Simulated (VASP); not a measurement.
**Results of a VASP single-point calculation on Si (strained lonsdaleite (2H))**

POSCAR

```
Si
 1.0000000000000000
     3.8321295590073570    0.0000000000000000    0.0000000000000000
    -1.9160647795036785    3.3187215486936292    0.0000000000000000
     0.0000000000000000    0.0000000000000000    6.0875681860000004
 Si
   4
Cartesian
 -0.0000000000000000  2.2124810324624193 -0.0138384338235808
  1.9160647795036783  1.1062405162312097  3.0299456591764198
 -0.0000000000000000  2.2124810324624193  2.2966765035735808
  1.9160647795036783  1.1062405162312097  5.3404605965735810
```

- gap between bands v and c: 0.38 eV
- least direct gap: 1.04 eV

Band v is the last that the valence electrons fill when counted band by band, and c is the next. Levels in eV from the top of v:

```json
{"point": "Γ", "v−1": "0.00", "v": "0.00", "c": "1.04", "c+1": "2.02"}
{"point": "M", "v−1": "-3.14", "v": "-1.50", "c": "0.38", "c+1": "2.79"}
{"point": "K", "v−1": "-3.82", "v": "-3.43", "c": "1.04", "c+1": "5.55"}
{"point": "A", "v−1": "-1.15", "v": "-1.15", "c": "1.96", "c+1": "1.96"}
{"point": "L", "v−1": "-2.36", "v": "-2.36", "c": "1.22", "c+1": "1.22"}
{"point": "H", "v−1": "-1.89", "v": "-1.89", "c": "2.16", "c+1": "2.16"}
```

Question: Which of these levels of theory gave these results?
A. PBE
B. LDA
C. PBE with spin–orbit coupling
D. r²SCAN
E. PBEsol
F. HSE06
G. PBE0

Answer: D.

The INCAR was:

```
ALGO = Normal
ENCUT = 520
SIGMA = 0.01
ISIF = 2
IBRION = -1
METAGGA = R2SCAN
LCHARG = .FALSE.
NSW = 0
NELM = 120
ISMEAR = 0
EDIFF = 1E-7
LREAL = .FALSE.
NBANDS = 16
PREC = Accurate
LWAVE = .FALSE.
LASPH = .TRUE.
```
